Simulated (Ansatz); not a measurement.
Crystal: Co.

```
Co
1.0
     2.48736    0.00000    0.00000
    -1.24368    2.15412    0.00000
     0.00000    0.00000    4.06329
Co
2
Direct
  0.33333 0.66667 0.74014
  0.66667 0.33333 0.25986
```

- Program: Ansatz 0.2.0
- Task: relaxation of cell and atoms
- Functional: HSE06
- Potentials or basis: Ansatz PAW
- Cutoff: 420 eV (not typed: the program's choice for these potentials)
- k mesh: 6 × 6 × 4
- Occupations: fermi-dirac, width 0.05 eV
- Spin: collinear spin, ferromagnetic start
- Starting moments: [2.0, 2.0] μB

At the start: volume 10.89 Å³/atom.

**Question.** How do energy, volume and symmetry change on relaxing?

**Answer.** It ends after 8 steps and the volume is 11.27 Å³/atom (+3.6 %); space group P-3m1 (No. 164, to 0.05 Å); moment 3.53 μB per cell.

The path:
| step | energy change (eV) | largest force (eV/Å) | volume (Å³) |
| --- | --- | --- | --- |
| 1 | 0.0000 | 0.3451 | 21.77 |
| 2 | -0.0268 | 0.2757 | 22.08 |
| 3 | -0.0387 | 0.0055 | 22.43 |
| 4 | -0.0388 | 0.0040 | 22.54 |
| 5 | -0.0387 | 0.0007 | 22.56 |
| 6 | -0.0410 | 0.0006 | 22.56 |
| 7 | -0.0410 | 0.0003 | 22.55 |
| 8 | -0.0410 | 0.0003 | 22.55 |

Final structure:
```cif
data_structure
_symmetry_space_group_name_H-M 'P 1'
_symmetry_Int_Tables_number 1
_cell_length_a 2.4855
_cell_length_b 2.4855
_cell_length_c 4.2149
_cell_angle_alpha 90.000
_cell_angle_beta 90.000
_cell_angle_gamma 120.000
_cell_volume 22.55
loop_
_atom_site_label
_atom_site_type_symbol
_atom_site_fract_x
_atom_site_fract_y
_atom_site_fract_z
_atom_site_occupancy
Co1 Co 0.33333 0.66667 0.74377 1
Co2 Co 0.66667 0.33333 0.25623 1
```

Caveat: the k mesh is coarse (spacing up to 0.49 Å⁻¹), so the values aren't converged, least of all with exact exchange; the magnetic or orbital state may not be the lowest; the plane-wave basis is chosen anew once the cell has moved, so the energies of steps on either side of that aren't comparable; the pressure holds a Pulay correction of +0.4 GPa for the finite cutoff; the PAW data sets come from PBE, with cores solved anew for the run's functional, which leaves a small shift of forces and pressure.
